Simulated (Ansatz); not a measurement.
The system is BP.

```
P B
1.0
     0.00000    2.26900    2.26900
     2.26900    0.00000    2.26900
     2.26900    2.26900    0.00000
P B
1 1
Direct
  0.75000 0.75000 0.75000
  0.00000 0.00000 0.00000
```

Base run:

- Program: Ansatz 0.2.0
- Functional: HSE06
- Potentials or basis: all-electron PAW datasets made for the crystal
- Cutoff: 310 eV
- Density cutoff: 1240 eV
- k mesh: 8 × 8 × 8
- Occupations: fermi-dirac, width 0.05 eV
- Spin: no spin polarisation

Its results: band gap on the k mesh 2.00 eV, indirect (least direct gap 4.34 eV).

Problem. After a change of settings the same cell gave: band gap on the k mesh 2.69 eV, indirect (least direct gap 5.02 eV). Which change was it?
A. functional from HSE06 to PBE; cutoff from 310 eV to 280 eV; density cutoff from 1240 eV to 1400 eV
B. functional from HSE06 to PBE0
C. functional from HSE06 to PBEsol; cutoff from 310 eV to 280 eV; density cutoff from 1240 eV to 1400 eV; k mesh from 8 × 8 × 8 to 10 × 10 × 10
D. functional from HSE06 to PBE; cutoff from 310 eV to 280 eV; density cutoff from 1240 eV to 1400 eV; k mesh from 8 × 8 × 8 to 6 × 6 × 6

Solution. B.

Not every run made on this cell is shown here.
